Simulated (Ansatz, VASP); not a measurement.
# CaO (Lime) in two plane-wave programs

Aim: how closely do two programs agree when they are given the same cell, functional and k mesh? The cell is taken from a series of VASP runs on this material, whose earlier steps may have relaxed, scaled or displaced it; both programs get it as it stands.

Program: Ansatz 0.2.0. Level of theory: plane waves, with VASP 6.6.1 beside it; band structure at HSE06. Results are calculated unless marked as measured.

**1. Starting point**

The structure is cubic, space group Fm-3m (No. 225). Conventional cell: a = 4.813 Å, b = 4.813 Å, c = 4.813 Å, α = 90.00°, β = 90.00°, γ = 90.00°. Ca has 6 O at 2.41 Å nearest. Nearest to O lie 6 Ca at 2.41 Å. Farther neighbours and most contacts between anions are not listed.

Coordinates:

```
Ca O
1.0
     0.00000    2.40650    2.40650
     2.40650    0.00000    2.40650
     2.40650    2.40650    0.00000
Ca O
1 1
Direct
  0.00000 0.00000 0.00000
  0.50000 0.50000 0.50000
```

**2. VASP: band structure, HSE06**

The same path points are solved in both programs, so levels can be compared one by one.

Lines of VASP's logs that name or quote its potential files are left out, and so is its time.

The run reads the wave functions of an earlier VASP run, which isn't shown here.

Contents of INCAR:

```
SYSTEM = CaO
PREC = Accurate
ENCUT = 460
EDIFF = 1E-06
NELM = 100
ISMEAR = 0
SIGMA = 0.03
LREAL = .FALSE.
ALGO = Normal
LHFCALC = .TRUE.
AEXX = 0.25
GGA = PE
HFSCREEN = 0.2
LASPH = .TRUE.
NBANDS = 14
PRECFOCK = Fast
LORBIT = 11
LWAVE = .FALSE.
LCHARG = .FALSE.
KPAR = 4
```

Contents of POSCAR:

```
CaO
1.0
    0.0000000000      2.4065000000      2.4065000000
    2.4065000000      0.0000000000      2.4065000000
    2.4065000000      2.4065000000      0.0000000000
Ca O
1 1
Direct
    0.0000000000      0.0000000000      0.0000000000
    0.5000000000      0.5000000000      0.5000000000
```

Contents of KPOINTS:

```
Automatic mesh
0
Gamma
5 5 5
0 0 0
```

Contents of KPOINTS_OPT:

```
Line mode
10
Line-mode
Reciprocal
  0.00000000   0.00000000   0.00000000 GAMMA
  0.50000000   0.00000000   0.50000000 X

  0.50000000   0.00000000   0.50000000 X
  0.50000000   0.25000000   0.75000000 W

  0.50000000   0.25000000   0.75000000 W
  0.37500000   0.37500000   0.75000000 K

  0.37500000   0.37500000   0.75000000 K
  0.00000000   0.00000000   0.00000000 GAMMA

  0.00000000   0.00000000   0.00000000 GAMMA
  0.50000000   0.50000000   0.50000000 L

  0.50000000   0.50000000   0.50000000 L
  0.62500000   0.25000000   0.62500000 U

  0.62500000   0.25000000   0.62500000 U
  0.50000000   0.25000000   0.75000000 W

  0.50000000   0.25000000   0.75000000 W
  0.50000000   0.50000000   0.50000000 L

  0.50000000   0.50000000   0.50000000 L
  0.37500000   0.37500000   0.75000000 K

  0.62500000   0.25000000   0.62500000 U
  0.50000000   0.00000000   0.50000000 X
```

Potentials, in the order of the species: Ca_sv and O (PBE family, release 64).

On the command line:

```console
$ mpirun -np 4 vasp_std
```

Numbers of over 12 decimals in the logs are rounded to 6 here.

The program printed:

```text
[banner, memory and clock lines left out]
running    4 mpi-ranks, on    1 nodes
 distrk:  each k-point on    1 cores,    4 groups
 distr:  one band on    1 cores,    1 groups

 POSCAR found type information on POSCAR CaO
 POSCAR found :  2 types and       2 ions
 LDA part: xc-table for (Slater+PW92), standard interpolation
 found WAVECAR, reading the header
 POSCAR, INCAR and KPOINTS ok, starting setup
 FFT: planning ... GRIDC
 FFT: planning ... GRID_SOFT
 FFT: planning ... GRID
 reading WAVECAR
 the WAVECAR file was read successfully
 initial charge from wavefunction
 entering main loop
       N       E                     dE             d eps       ncg     rms          rms(c)
DAV:   1    -0.149385003248E+02   -0.14939E+02   -0.50244E-01   296   0.886E+00    0.118E+00
DAV:   2    -0.149020560150E+02    0.36444E-01   -0.93258E-02   304   0.351E+00    0.422E-01
DAV:   3    -0.149047105900E+02   -0.26546E-02   -0.20704E-02   312   0.113E+00    0.401E-01
DAV:   4    -0.149033973886E+02    0.13132E-02   -0.21085E-03   306   0.537E-01    0.191E-01
DAV:   5    -0.149031587527E+02    0.23864E-03   -0.97594E-04   310   0.289E-01    0.802E-02
DAV:   6    -0.149030727540E+02    0.85999E-04   -0.36600E-05   336   0.816E-02    0.475E-02
DAV:   7    -0.149030445251E+02    0.28229E-04   -0.23937E-05   320   0.498E-02    0.313E-02
DAV:   8    -0.149030390824E+02    0.54427E-05   -0.54054E-06   328   0.257E-02    0.188E-02
DAV:   9    -0.149030373840E+02    0.16984E-05   -0.24200E-06   280   0.161E-02    0.101E-02
DAV:  10    -0.149030372679E+02    0.11609E-06   -0.50706E-07   140   0.803E-03
   1 F= -.14903037E+02 E0= -.14903037E+02  d E =-.970545E-19
 Start KPOINTS_OPT (optional k-point list driver)
k-point batch [1-10\100]
       N       E                     dE             ncg
DAV:   1    -0.661224652161E+03   -0.39870E+04      280
DAV:   2    -0.206510958898E+04   -0.14039E+04      352
DAV:   3    -0.215194855645E+04   -0.86839E+02      310
DAV:   4    -0.215428531590E+04   -0.23368E+01      418
DAV:   5    -0.215432852530E+04   -0.43209E-01      348
DAV:   6    -0.215432925586E+04   -0.73056E-03      406
DAV:   7    -0.215432927476E+04   -0.18902E-04      282
DAV:   8    -0.215432927527E+04   -0.50351E-06      214
[...]
k-point batch [91-100\100]
       N       E                     dE             ncg
DAV:   1    -0.780935061139E+03   -0.71985E+04      280
DAV:   2    -0.210722711217E+04   -0.13263E+04      328
DAV:   3    -0.218053902247E+04   -0.73312E+02      340
DAV:   4    -0.218288616210E+04   -0.23471E+01      450
DAV:   5    -0.218294570528E+04   -0.59543E-01      402
DAV:   6    -0.218294715702E+04   -0.14517E-02      470
DAV:   7    -0.218294722557E+04   -0.68549E-04      422
DAV:   8    -0.218294722713E+04   -0.15635E-05      356
DAV:   9    -0.218294722724E+04   -0.10791E-06      296
```

From OUTCAR (step 2):

```text
ion  position               nearest neighbor table
   1  0.000  0.000  0.000-   2 2.41   2 2.41   2 2.41   2 2.41   2 2.41   2 2.41
   2  0.500  0.500  0.500-   1 2.41   1 2.41   1 2.41   1 2.41   1 2.41   1 2.41

  LATTYP: Found a face centered cubic cell.
 ALAT       =     4.8130000000

 Subroutine GETGRP returns: Found 48 space group operations
 (whereof 48 operations were pure point group operations)

The static configuration has the point symmetry O_h .

 Found     10 irreducible k-points:

   k-points           NKPTS =     10   k-points in BZ     NKDIM =    125   number of bands    NBANDS=     14

   dimension x,y,z NGX =    24 NGY =   24 NGZ =   24
   dimension x,y,z NGXF=    48 NGYF=   48 NGZF=   48

   ENCUT  =  460.0 eV  33.81 Ry    5.81 a.u.   5.95  5.95  5.95*2*pi/ulx,y,z

   NELECT =      16.0000    total number of electrons

 k-points in reciprocal lattice and weights: Automatic mesh
   0.00000000  0.00000000  0.00000000       0.008
   0.20000000  0.00000000  0.00000000       0.064
   0.40000000  0.00000000  0.00000000       0.064
   0.20000000  0.20000000  0.00000000       0.048
   0.40000000  0.20000000  0.00000000       0.192
  -0.40000000  0.20000000  0.00000000       0.192
  -0.20000000  0.20000000  0.00000000       0.096
   0.40000000  0.40000000  0.00000000       0.048
  -0.40000000  0.40000000  0.00000000       0.096
  -0.40000000  0.40000000  0.20000000       0.192

  exchange ACFDT corr.  =         0.00000000  see jH, gK, PRB 81, 115126

 average (electrostatic) potential at core
       1 -39.0928       2 -63.8881

 E-fermi :   1.4338

 k-point     1 :       0.0000    0.0000    0.0000
  band No.  band energies     occupation
    ...
      4     -18.2483      2.00000
      5     -15.7779      2.00000
      6       1.2539      2.00000
      7       1.2539      2.00000
      8       1.2540      2.00000
      9       7.4623      0.00000
     10       9.4566      0.00000
     11       9.4566      0.00000
     12       9.4567      0.00000
     13      11.0781      0.00000
    ...

 k-point     2 :       0.2000    0.0000    0.0000
  band No.  band energies     occupation
    ...
      4     -18.2656      2.00000
      5     -15.1953      2.00000
      6       0.0776      2.00000
      7       0.7698      2.00000
      8       0.7699      2.00000
      9       8.9946      0.00000
     10       9.4184      0.00000
     11      10.1656      0.00000
     12      10.1656      0.00000
     13      12.0121      0.00000
    ...

 k-point     3 :       0.4000    0.0000    0.0000
  band No.  band energies     occupation
    ...
      4     -18.2932      2.00000
      5     -14.4953      2.00000
      6      -1.3431      2.00000
      7       0.1040      2.00000
      8       0.1041      2.00000
      9      10.0023      0.00000
     10      11.1091      0.00000
     11      11.5679      0.00000
     12      11.5679      0.00000
     13      13.7121      0.00000
    ...

  energy-cutoff  :      460.00
  volume of cell :       27.87
      direct lattice vectors                 reciprocal lattice vectors
     0.000000000  2.406500000  2.406500000    -0.207770621  0.207770621  0.207770621
     2.406500000  0.000000000  2.406500000     0.207770621 -0.207770621  0.207770621
     2.406500000  2.406500000  0.000000000     0.207770621  0.207770621 -0.207770621

 POSITION                                       TOTAL-FORCE (eV/Angst)
 -----------------------------------------------------------------------------------
      0.00000      0.00000      0.00000        -0.000000     -0.000000     -0.000000
      2.40650      2.40650      2.40650         0.000000      0.000000      0.000000
 -----------------------------------------------------------------------------------
    total drift:                               -0.000000     -0.000000      0.000000

  FREE ENERGIE OF THE ION-ELECTRON SYSTEM (eV)
  ---------------------------------------------------
  free  energy   TOTEN  =       -14.9030372679 eV

  energy  without entropy=      -14.9030372679  energy(sigma->0) =      -14.90303727

 total charge
# of ion       s       p       d       tot
------------------------------------------
    1        2.037   5.886   0.256   8.179
    2        1.559   3.488   0.000   5.047
--------------------------------------------------
tot          3.596   9.374   0.256  13.226

[... 3 further parts left out ...]
```

[end of part 1 of 2]

[Lines on the potential files, build, host, timing and source positions are cut from VASP's logs without a mark.]

[Logs are printed without paths, hosts, clocks, repeated set-up lines and the standing remarks that a program may print on its own settings, such as how far it seeks lower states.]

[Hosts, paths, dates, database ids (printed as entryN), source tags and the programs' standing remarks are cut or masked in the printed files.]
